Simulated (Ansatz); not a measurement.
The system is Sb.

```xyz
1
Lattice="-1.8713 1.8713 1.8713 1.8713 -1.8713 1.8713 1.8713 1.8713 -1.8713" Properties=species:S:1:pos:R:3 pbc="T T T"
Sb    0.0000    0.0000    0.0000
```

This isn't the form of Sb at room conditions, which is rhombohedral.

| Property | Result |
| --- | --- |
| Program | Ansatz 0.2.0 |
| Task | relaxation of cell and atoms |
| Functional | PBE0 |
| Potentials or basis | Ansatz PAW |
| Cutoff | 420 eV (not typed: the program's choice for these potentials) |
| k mesh | 5 × 5 × 5 |
| Occupations | fermi-dirac, width 0.05 eV |
| Spin | no spin polarisation |

At the start: volume 26.21 Å³/atom.

Q: Where does the relaxation end?

A: It ends after 5 steps and the volume is 25.50 Å³/atom (-2.7 %); space group Im-3m (No. 229, to 0.05 Å).

The path:
| step | energy change (eV) | largest force (eV/Å) | volume (Å³) |
| --- | --- | --- | --- |
| 1 | 0.0000 | 0.0000 | 26.21 |
| 2 | -0.0033 | 0.0000 | 25.08 |
| 3 | -0.0049 | 0.0000 | 25.52 |
| 4 | -0.0049 | 0.0000 | 25.50 |
| 5 | -0.0047 | 0.0000 | 25.50 |

Final structure:
```xyz
1
Lattice="-1.8542 1.8542 1.8542 1.8542 -1.8542 1.8542 1.8542 1.8542 -1.8542" Properties=species:S:1:pos:R:3 pbc="T T T"
Sb    0.0000    0.0000    0.0000
```

Caveat: the k mesh is coarse (spacing up to 0.47 Å⁻¹), so the values aren't converged, least of all with exact exchange; the plane-wave basis is chosen anew once the cell has moved, so the energies of steps on either side of that aren't comparable; the PAW data sets come from PBE, with cores solved anew for the run's functional, which leaves a small shift of forces and pressure.
